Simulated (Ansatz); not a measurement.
GaN:

```
CELL_PARAMETERS angstrom
0.00000 2.25350 2.25350
2.25350 0.00000 2.25350
2.25350 2.25350 0.00000
ATOMIC_POSITIONS crystal
Ga 0.00000 0.00000 0.00000
N 0.25000 0.25000 0.25000
```

The cell is a database's computed one.

```yaml
Program: Ansatz 0.2.0
Task: relaxation of cell and atoms
Functional: RPBE
Dispersion: D3(BJ)
Potentials_or_basis: Ansatz PAW
Cutoff: "420 eV (not typed: the program's choice for these potentials)"
k_mesh: 10 × 10 × 10
Occupations: fermi-dirac, width 0.05 eV
Spin: no spin polarisation
```

At the start: volume 11.44 Å³/atom.

**Question.** Where does the relaxation end?

**Answer.** It ends after 7 steps and the volume is 10.84 Å³/atom (-5.3 %); space group F-43m (No. 216, to 0.05 Å).

Step by step:
| step | energy change (eV) | largest force (eV/Å) | volume (Å³) |
| --- | --- | --- | --- |
| 1 | 0.0000 | 0.0000 | 22.89 |
| 2 | -0.0352 | 0.0000 | 22.16 |
| 3 | -0.0430 | 0.0000 | 21.65 |
| 4 | -0.0429 | 0.0000 | 21.70 |
| 5 | -0.0401 | 0.0000 | 21.70 |
| 6 | -0.0402 | 0.0000 | 21.68 |
| 7 | -0.0402 | 0.0000 | 21.68 |

Final structure:
```
Ga N
1.0
     0.00000    2.21312    2.21312
     2.21312    0.00000    2.21312
     2.21312    2.21312    0.00000
Ga N
1 1
Direct
  0.00000 0.00000 0.00000
  0.25000 0.25000 0.25000
```

Caveat: the plane-wave basis is chosen anew once the cell has moved, so the energies of steps on either side of that aren't comparable; the pressure holds a Pulay correction of +0.5 GPa for the finite cutoff; the PAW data sets come from PBE, with cores solved anew for the run's functional, which leaves a small shift of forces and pressure.
